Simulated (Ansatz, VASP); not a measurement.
# Cross-check of InSe between VASP and Ansatz, part 2 of 2

Wanted: the spread between two codes on one cell, functional and k mesh. The structure shown is the end of the VASP relaxation below.

VASP 6.6.1 and Ansatz 0.2.0.

So far: The structure; VASP: relaxation, PBE.

## Step 3: Ansatz: single point, PBE

Level of this step: Ansatz beside VASP: Kohn-Sham DFT, plane waves, PBE (Ansatz).

Ansatz runs on its default PAW (the set named soft_2) files.

The same cell, functional, mesh and smearing now go to Ansatz, which takes its cutoff from its data sets.

The input, input.yaml:

```yaml
crystal:
  lattice:
    - [4.04999875, 0.0, 0.0]
    - [-2.02499938, 3.5074018, 0.0]
    - [0.0, 0.0, 54.17602]
  atoms:
    - { symbol: In, position: [0.33333333, 0.66666667, 0.13843763] }
    - { symbol: In, position: [0.66666667, 0.33333333, 0.2365626] }
    - { symbol: In, position: [0.66666667, 0.33333333, 0.29468758] }
    - { symbol: In, position: [0.33333333, 0.66666667, 0.39281254] }
    - { symbol: In, position: [0.33333333, 0.66666667, 0.45093752] }
    - { symbol: In, position: [0.66666667, 0.33333333, 0.55125611] }
    - { symbol: In, position: [0.66666667, 0.33333333, 0.60303113] }
    - { symbol: In, position: [0.33333333, 0.66666667, 0.71084381] }
    - { symbol: In, position: [0.33333333, 0.66666667, 0.76281305] }
    - { symbol: In, position: [0.66666667, 0.33333333, 0.86985472] }
    - { symbol: Se, position: [0.66666667, 0.33333333, 0.15562513] }
    - { symbol: Se, position: [0.33333333, 0.66666667, 0.2193751] }
    - { symbol: Se, position: [0.33333333, 0.66666667, 0.31187507] }
    - { symbol: Se, position: [0.66666667, 0.33333333, 0.37562505] }
    - { symbol: Se, position: [0.66666667, 0.33333333, 0.46812501] }
    - { symbol: Se, position: [0.33333333, 0.66666667, 0.52722782] }
    - { symbol: Se, position: [0.33333333, 0.66666667, 0.62697257] }
    - { symbol: Se, position: [0.66666667, 0.33333333, 0.68678874] }
    - { symbol: Se, position: [0.66666667, 0.33333333, 0.78697279] }
    - { symbol: Se, position: [0.33333333, 0.66666667, 0.84497631] }
hamiltonian:
  xc: pbe
  pseudopotentials: { kind: paw }
kpoints:
  mp_grid: { grid: [6, 6, 1] }
scf:
  occupations: { method: gaussian, width: 0.05 }
  n_extra_bands: 9
efield:
  axis: 3
  dipole_correction: true
  ramp_width: 0.04
output:
  forces: true
  eigenvalues: true
```

Started as:

```console
> ansatz run input.yaml --threads 8 --pin off --max-ram 18432MiB --backend cpu --events-out ev --progress --plain --runs-dir out
```

Numbers of over 12 decimals in the logs are rounded to 6 here.

What it wrote:

```text
scf.n_extra_bands = 9 over 145 filled bands (N_el = 290.0): the run solves 154 bands
Engine: ansatz 0.2.0, aarch64-unknown-linux-gnu
Pseudopotentials: kind: paw
Pseudopotential: In, paw, valence charge 13, recommended cutoff 420 eV (normal), In.paw.azcp
Pseudopotential: Se, paw, valence charge 16, recommended cutoff 420 eV (normal), Se.paw.azcp
Functional definition: PBE
  parameter kappa = 0.804
  parameter beta = 0.066725
  exchange = pbe_x(kappa = kappa, mu = beta*pi^2/3)
  correlation = pbe_c(beta = beta)
Crystal: 20 atoms, lattice volume = 769.569 Å³
Basis set: ecut = 420 eV, 15061 PW (Γ), exchange–correlation on 60×60×750 points (8 copies of the dense FFT grid, shifted against one another)
Bands: 154, of which v1, the nominal top of the filled ones, is band 145 counted from 1 (144 counted from 0)
Symmetry: 6 space group operations
Space group: P3m1 (ITA 156), of the structure as read, at distance tolerance 9.2e-5 Å
k-points: 7 of 36 (time reversal used)
Non-local potential: In, projectors of the file, l = 0: 2, l = 1: 2, l = 2: 2, l = 3: 2
Non-local potential: Se, projectors of the file, l = 0: 2, l = 1: 2, l = 2: 3, l = 3: 1
PAW form: soft (Blöchl's): semilocal exchange-correlation on the pseudo side does not see the compensation charge
PAW one-centre angular grid: In, 590 points (default); XC on 64 Gauss nodes
PAW one-centre angular grid: Se, 590 points (default); XC on 64 Gauss nodes
Initial density: superposition of atomic densities (neutral atoms: chi_scale 0, normalization atom), corrected by the library's trained network
Initial wavefunctions: pseudopotential atomic-orbital guess
Functional: x = pbe(κ = 0.804, μ = 0.219515), c = pbe(β = 0.066725)
SCF iter   1: F=—  HF=-110675.368339 eV  |F-HF|=—  |Δ(HF+E_count)|=         —  Δρ=6.67e-3  dr2=2.78e1  ethr=1.77e-3  p=-0.015 e·Å  D=-3.63e-3 V/Å  ΔV_dip=0.20 eV  dr2_dipole=8.53e1  V_vac-E_F(+/−)=4.03/3.83 eV  ⟨swp⟩=5.9  Hψ=4520  notcnv=0
efield: sawtooth ramp at fractional position 0.9841 (placed from the atoms, in the widest stretch of the axis that holds none; the zero of the levels goes with the place), width 0.0400; the density the first Hamiltonian is built on has a dipole p = -0.015 e·Å; the dipole correction subtracts the counter field D = -3.63e-3 V/Å, which shifts the + side's vacuum level by +0.20 eV against the − side's; the planar-averaged density in the ramp window peaks in size at 8.2e-5 e/Å³
preconditioner: auto → LDOS  [metal: Δε(μ)=0.050 eV  Ē_g=12.125 eV  σ=0.050 eV  W_gap=0.43  n_scr=188 (ndim 8)  ℏωp=18.5 eV  f_vac=0.261  D(μ)=11.47/eV (n_scr^D=28)  β→1.0]
SCF iter   2: F=—  HF=-110675.412863 eV  |F-HF|=—  |Δ(HF+E_count)|=   4.45e-2  Δρ=6.56e-3  dr2=2.60e1  ethr=1.77e-3  p=-0.028 e·Å  D=-6.60e-3 V/Å  ΔV_dip=0.36 eV  dr2_dipole=7.65e1  V_vac-E_F(+/−)=4.08/3.72 eV  ⟨swp⟩=2.3  Hψ=1452  notcnv=0  defer=14
SCF iter   3: F=—  HF=-110675.296342 eV  |F-HF|=—  |Δ(HF+E_count)|=   1.17e-1  Δρ=3.08e-3  dr2=5.67e0  ethr=1.77e-3  p=-0.025 e·Å  D=-5.83e-3 V/Å  ΔV_dip=0.32 eV  dr2_dipole=1.67e1  V_vac-E_F(+/−)=4.08/3.77 eV  ⟨swp⟩=2.0  Hψ=1078  notcnv=0  defer=14
SCF iter   4: F=—  HF=-110675.283564 eV  |F-HF|=—  |Δ(HF+E_count)|=   1.28e-2  Δρ=1.64e-3  dr2=1.05e0  ethr=1.77e-3  p=-0.020 e·Å  D=-4.75e-3 V/Å  ΔV_dip=0.26 eV  dr2_dipole=3.20e0  V_vac-E_F(+/−)=4.06/3.80 eV  ⟨swp⟩=1.0  Hψ=1358  notcnv=0  defer=2
SCF iter   5: F=—  HF=-110675.281424 eV  |F-HF|=—  |Δ(HF+E_count)|=   2.14e-3  Δρ=8.39e-4  dr2=9.68e-2  ethr=3.61e-4  p=-0.019 e·Å  D=-4.40e-3 V/Å  ΔV_dip=0.24 eV  dr2_dipole=1.33e-1  V_vac-E_F(+/−)=4.04/3.80 eV  ⟨swp⟩=1.4  Hψ=1069  notcnv=0  defer=8
SCF iter   6: F=—  HF=-110675.280178 eV  |F-HF|=—  |Δ(HF+E_count)|=   1.25e-3  Δρ=8.20e-4  dr2=2.25e-1  ethr=3.34e-5  p=-0.017 e·Å  D=-4.02e-3 V/Å  ΔV_dip=0.22 eV  dr2_dipole=5.39e-1  V_vac-E_F(+/−)=4.03/3.81 eV  ⟨swp⟩=1.9  Hψ=1101  notcnv=0  defer=11
SCF iter   7: F=—  HF=-110675.279311 eV  |F-HF|=—  |Δ(HF+E_count)|=   8.68e-4  Δρ=6.31e-4  dr2=2.68e-2  ethr=3.34e-5  p=-0.016 e·Å  D=-3.71e-3 V/Å  ΔV_dip=0.20 eV  dr2_dipole=2.27e-5  V_vac-E_F(+/−)=4.02/3.82 eV  ⟨swp⟩=1.3  Hψ=1068  notcnv=0  defer=11
SCF iter   8: F=—  HF=-110675.277828 eV  |F-HF|=—  |Δ(HF+E_count)|=   1.48e-3  Δρ=5.13e-4  dr2=2.85e-2  ethr=9.23e-6  p=-0.014 e·Å  D=-3.18e-3 V/Å  ΔV_dip=0.17 eV  dr2_dipole=5.93e-2  V_vac-E_F(+/−)=4.01/3.83 eV  ⟨swp⟩=1.9  Hψ=1098  notcnv=0  defer=11  recentre
SCF iter   9: F=—  HF=-110675.277701 eV  |F-HF|=—  |Δ(HF+E_count)|=   1.26e-4  Δρ=4.46e-4  dr2=1.83e-2  ethr=9.23e-6  p=-0.014 e·Å  D=-3.26e-3 V/Å  ΔV_dip=0.18 eV  dr2_dipole=5.72e-3  V_vac-E_F(+/−)=4.01/3.84 eV  ⟨swp⟩=2.0  Hψ=1204  notcnv=0  defer=11
SCF iter  10: F=—  HF=-110675.275899 eV  |F-HF|=—  |Δ(HF+E_count)|=   1.80e-3  Δρ=2.12e-4  dr2=3.35e-3  ethr=6.32e-6  p=-0.013 e·Å  D=-2.99e-3 V/Å  ΔV_dip=0.16 eV  dr2_dipole=2.26e-4  V_vac-E_F(+/−)=4.02/3.86 eV  ⟨swp⟩=1.9  Hψ=1233  notcnv=0  defer=11
[...]
SCF iter  13: F=—  HF=-110675.275655 eV  |F-HF|=—  |Δ(HF+E_count)|=   8.34e-6  Δρ=4.67e-5  dr2=2.78e-4  ethr=2.03e-7  p=-0.018 e·Å  D=-4.20e-3 V/Å  ΔV_dip=0.23 eV  dr2_dipole=6.47e-6  V_vac-E_F(+/−)=4.09/3.86 eV  ⟨swp⟩=1.9  Hψ=1152  notcnv=0  defer=10
SCF iter  14: F=—  HF=-110675.275668 eV  |F-HF|=—  |Δ(HF+E_count)|=   1.31e-5  Δρ=3.50e-5  dr2=1.18e-4  ethr=9.58e-8  p=-0.019 e·Å  D=-4.48e-3 V/Å  ΔV_dip=0.24 eV  dr2_dipole=9.96e-8  V_vac-E_F(+/−)=4.11/3.86 eV  ⟨swp⟩=2.0  Hψ=1254  notcnv=0  defer=10
SCF iter  15: F=—  HF=-110675.275656 eV  |F-HF|=—  |Δ(HF+E_count)|=   1.12e-5  Δρ=1.56e-5  dr2=1.63e-5  ethr=4.07e-8  p=-0.020 e·Å  D=-4.61e-3 V/Å  ΔV_dip=0.25 eV  dr2_dipole=3.37e-7  V_vac-E_F(+/−)=4.11/3.86 eV  ⟨swp⟩=2.0  Hψ=1261  notcnv=0  defer=10
SCF iter  16: F=—  HF=-110675.275612 eV  |F-HF|=—  |Δ(HF+E_count)|=   4.45e-5  Δρ=1.01e-5  dr2=6.16e-6  ethr=5.61e-9  p=-0.020 e·Å  D=-4.64e-3 V/Å  ΔV_dip=0.25 eV  dr2_dipole=5.81e-6  V_vac-E_F(+/−)=4.11/3.86 eV  ⟨swp⟩=2.0  Hψ=1225  notcnv=0  defer=10
SCF iter  17: F=—  HF=-110675.275613 eV  |F-HF|=—  |Δ(HF+E_count)|=   1.45e-6  Δρ=7.34e-6  dr2=4.21e-6  ethr=2.13e-9  p=-0.020 e·Å  D=-4.66e-3 V/Å  ΔV_dip=0.25 eV  dr2_dipole=1.96e-6  V_vac-E_F(+/−)=4.11/3.86 eV  ⟨swp⟩=2.0  Hψ=1265  notcnv=0  defer=10
SCF iter  18: F=—  HF=-110675.275613 eV  |F-HF|=—  |Δ(HF+E_count)|=   7.00e-8  Δρ=3.19e-6  dr2=1.40e-6  ethr=1.45e-9  p=-0.020 e·Å  D=-4.67e-3 V/Å  ΔV_dip=0.25 eV  dr2_dipole=6.65e-7  V_vac-E_F(+/−)=4.12/3.86 eV  ⟨swp⟩=2.0  Hψ=1257  notcnv=0  defer=10
SCF iter  19: F=—  HF=-110675.275613 eV  |F-HF|=—  |Δ(HF+E_count)|=   7.13e-9  Δρ=2.08e-6  dr2=5.00e-7  ethr=4.83e-10  p=-0.020 e·Å  D=-4.66e-3 V/Å  ΔV_dip=0.25 eV  dr2_dipole=7.38e-8  V_vac-E_F(+/−)=4.12/3.86 eV  ⟨swp⟩=2.0  Hψ=1125  notcnv=0  defer=10
SCF iter  20: F=—  HF=-110675.275614 eV  |F-HF|=—  |Δ(HF+E_count)|=   3.00e-8  Δρ=1.85e-6  dr2=3.00e-7  ethr=1.73e-10  p=-0.020 e·Å  D=-4.65e-3 V/Å  ΔV_dip=0.25 eV  dr2_dipole=1.33e-9  V_vac-E_F(+/−)=4.11/3.86 eV  ⟨swp⟩=2.0  Hψ=1253  notcnv=0  defer=10
SCF iter  21: F=—  HF=-110675.275613 eV  |F-HF|=—  |Δ(HF+E_count)|=   4.23e-9  Δρ=1.34e-6  dr2=1.18e-7  ethr=1.03e-10  p=-0.020 e·Å  D=-4.64e-3 V/Å  ΔV_dip=0.25 eV  dr2_dipole=3.25e-8  V_vac-E_F(+/−)=4.11/3.86 eV  ⟨swp⟩=2.0  Hψ=1257  notcnv=0  defer=10
SCF iter  22: F=-110675.275613 eV  HF=-110675.275614 eV  |F-HF|=7.34e-8  |Δ(HF+E_count)|=   1.48e-9  Δρ=1.09e-6  dr2=6.50e-8  ethr=3.45e-11  p=-0.020 e·Å  D=-4.64e-3 V/Å  ΔV_dip=0.25 eV  dr2_dipole=2.58e-8  V_vac-E_F(+/−)=4.11/3.86 eV  ⟨swp⟩=9.1  Hψ=3773  notcnv=0
SCF 1 converged in 22 iterations: F = -110675.275613 eV  dr2 = 6.50e-8
  greatest PAW one-centre occupation: 1.000 electrons in one spin orbital (limit 2), on the Se atom at site 10 (counted from 0), in its partial waves of l = 2
SCF converged after 22 iterations
Free energy (F): -110675.275613 eV
Harris-Foulkes:  -110675.275614 eV  (|F-HF|=7.34e-8)
Internal energy: -110675.245277 eV  (E = F + TS)
E sigma→0 (E₀):  -110675.260445 eV
Entropy (-TS):   -0.030336 eV (-1.517 meV/atom)
Fermi energy:    4.876611 eV
Dipole field:    D = -0.004529 V/Å  (p = -0.019263 e·Å, saw-weighted, corrected)
Work function:   Φ+ = 4.1124 eV   Φ− = 3.8669 eV
Levels:          The Fermi level and band energies are counted from a zero that moves with the ramp; work functions are not
--- Per-component energies (eV) ---
  E_band       = -5385.981641
  E_kinetic    = 3621.904055
  E_local      = -269167.681067  (includes V_loc(G=0)·N_el)
  E_nonlocal   = -2286.871308
  E_hartree    = 132630.282845
  E_xc         = -3197.290044
  E_vxc        = -1976.747214  (∫ρ·V_xc dr)
  E_paw        = -60658.465789  (= ΣΔE_a)
  E_vpaw       = -836.989099  (= ΣTr[D̂ρ^β])
  E_aug_tail   = -0.005674  (compensation charges beyond the density's cutoff)
  E_efield     = 0.000044  (sawtooth field / dipole correction)
  E_vefield    = -0.245124  (∫n·V_field dr)
  E_ewald      = 88382.881661
  E_smearing   = -0.030336  (= −TS)
  E_closure    = 0.000000  (closes the sum)
  Σ components = -110675.275613   (vs F -110675.275613, Δ=0.00e0)
--- Forces (eV/Å), atoms counted from 1 ---
  atom   1  In    -0.00000000    -0.00000000    -1.90482868
  atom   2  In     0.00000000    -0.00000000     2.85701045
  atom   3  In     0.00000000    -0.00000000    -2.81275413
  atom   4  In     0.00000000     0.00000000     2.90118782
  atom   5  In     0.00000000     0.00000000    -2.84943169
  atom   6  In     0.00000000    -0.00000000    -0.11446634
  atom   7  In    -0.00000000    -0.00000000     0.12763839
  atom   8  In     0.00000000     0.00000000    -0.09881004
  atom   9  In     0.00000000     0.00000000     0.13149307
  atom  10  In    -0.00000000    -0.00000000    -0.09254904
  atom  11  Se    -0.00000000     0.00000000     1.88642777
  atom  12  Se     0.00000000     0.00000000    -2.02815028
  atom  13  Se     0.00000000     0.00000000     1.96044520
  atom  14  Se    -0.00000000    -0.00000000    -2.03390251
  atom  15  Se    -0.00000000    -0.00000000     1.92166960
  atom  16  Se     0.00000000     0.00000000     0.11321111
  atom  17  Se    -0.00000000     0.00000000    -0.09708990
  atom  18  Se    -0.00000000    -0.00000000     0.10804488
  atom  19  Se    -0.00000000    -0.00000000    -0.09411746
  atom  20  Se     0.00000000    -0.00000000     0.11897158
  max |Σ_I F_I| component: 2.14e-7 eV/Å
--- Band table (eV; the first three rows and the last of 7) ---
  k-point 0: bands = [... 141 lower, 3.7842, 3.7842, 4.0311, 4.4745, 4.7416, 4.8880, 5.0987, 5.5363, ... 5 higher]
  k-point 1: bands = [... 141 lower, 4.0102, 4.1713, 4.5946, 4.9095, 4.9474, 5.8428, 6.0458, 6.2415, ... 5 higher]
  k-point 2: bands = [... 141 lower, 3.4900, 3.8935, 4.1423, 4.8614, 4.8637, 6.0191, 6.0582, 6.0973, ... 5 higher]
  k-point 6: bands = [... 141 lower, 2.9731, 3.4127, 3.6435, 4.8986, 4.9086, 6.1765, 6.4173, 6.7464, ... 5 higher]
```

Elapsed: 42 s, on 8 threads of Arm Neoverse N1, shared host; peak memory 3.7 GiB.

The column dr2 measures how far the density is from self-consistency, as an energy; F and HF (Harris–Foulkes) agree once it is small.

## Step 4: Side by side

Known differences besides the potentials themselves: the data sets hold 290 valence electrons in Ansatz (default PAW (the set named soft_2) files) and 90 in VASP; the cutoff is 420 eV in Ansatz and 300 eV in VASP (PREC = Normal, projectors in real space). Total energies have different zeros and are not compared.

Forces on 7 of the 20 atoms, those with the largest forces and the largest differences (eV/Å; atoms numbered as in POSCAR):

```csv
atom,"Ansatz x, y, z","VASP x, y, z"
In2,"0.000, 0.000, 2.857","0.000, 0.000, 3.113"
In3,"0.000, 0.000, -2.813","0.000, 0.000, -3.047"
In4,"0.000, 0.000, 2.901","0.000, 0.000, 3.141"
In5,"0.000, 0.000, -2.849","0.000, 0.000, -3.109"
Se12,"0.000, 0.000, -2.028","0.000, 0.000, -2.247"
Se13,"0.000, 0.000, 1.960","0.000, 0.000, 2.198"
Se14,"0.000, 0.000, -2.034","0.000, 0.000, -2.275"
```

The forces differ by 104 meV/Å r.m.s., which is 9.8 % of the r.m.s. force of 1.06 eV/Å (both taken over all components, held atoms included).

## Step 5: Results

* r.m.s. force difference (single point, PBE): 9.8 % of the r.m.s. force

In words: The r.m.s. force difference is 9.8 % of the r.m.s. force (single point, PBE), beyond the 3 % picked in this series as the mark of a large difference. What causes the difference of the single point, PBE pair stays open here. 2 further runs of this series are not shown here. Such differences can come from data sets, numerical settings and the points named under the comparisons, not from the functional's error against experiment.

[Lines on the potential files, build, host, timing and source positions are cut from VASP's logs without a mark.]

[Logs are printed without paths, hosts, clocks, repeated set-up lines and the standing remarks that a program may print on its own settings, such as how far it seeks lower states.]

[Hosts, paths, dates, database ids (printed as entryN), source tags and the programs' standing remarks are cut or masked in the printed files.]
